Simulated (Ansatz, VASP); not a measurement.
## Two plane-wave programs on Al

```
Al
1.0
     2.83628    0.00000    0.00000
    -1.41814    2.45629    0.00000
     0.00000    0.00000   35.64430
Al
9
Cartesian
  0.0000 1.6375 8.5000
  0.0000 0.0000 10.8305
  1.4181 0.8188 13.1611
  0.0000 0.0000 15.4916
  0.0000 1.6375 17.8026
  0.0000 0.0000 20.1126
  1.4181 0.8188 22.4594
  0.0000 0.0000 24.7845
  0.0000 1.6375 27.1386
```

Alike in both runs: functional PBEsol; k mesh 12 × 12 × 1; occupations gaussian, width 0.1 eV; no spin polarisation.

Ansatz relaxed the structure, and its values are those at the end. VASP's run is a single point on that final structure, the one shown.

|  | VASP | Ansatz |
| --- | --- | --- |
| version | VASP 6.6.1 | Ansatz 0.2.0 |
| potentials or method | VASP PAW PBE potentials, release 64 (Al) | scalar-relativistic, plane waves, PAW |
| plane-wave cutoff (eV) | 520 | 420 |
| valence electrons in the cell | 27 | 27 |

```tsv
	VASP	Ansatz	Ansatz less VASP
gap on the k mesh at the Fermi level (eV)	none	none	-
rms of the force components (eV/Å)	0.019	0.019	-0.0003
```

A gap of «none» marks a metal or a gap that the smearing closes. With one functional, cell and mesh, what is left measures potentials, basis and numerics.

Caveats: the PAW data sets were made with another functional, which shifts forces and pressure a little (VASP).
